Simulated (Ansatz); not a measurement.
Here is an Ansatz 0.2.0 calculation.

File input.yaml:

```yaml
crystal:
  lattice:
    - [0.0, 1.9465, 1.9465]
    - [1.9465, 0.0, 1.9465]
    - [1.9465, 1.9465, 0.0]
  atoms:
    - { symbol: Pd, position: [0.0, 0.0, 0.0] }
hamiltonian:
  xc: rpbe
  pseudopotentials: { kind: paw }
kpoints:
  mp_grid: { grid: [12, 12, 12] }
scf:
  occupations: { method: gaussian, width: 0.1 }
output:
  forces: true
  stress: true
  eigenvalues: true
```

Potentials or basis: Ansatz PAW.

Run with:

```sh
$ ansatz run input.yaml --threads 2 --pin off --max-ram 5632MiB --backend cpu --events-out ev --progress --plain --runs-dir out
```

(1) Predict the band gap on the k mesh.

(2) Predict the pressure.

Results:

(1) none (metal or under the smearing width).

(2) 11.6 GPa.

Caveat: the PAW data sets come from PBE, with cores solved anew for the run's functional, which leaves a small shift of forces and pressure.
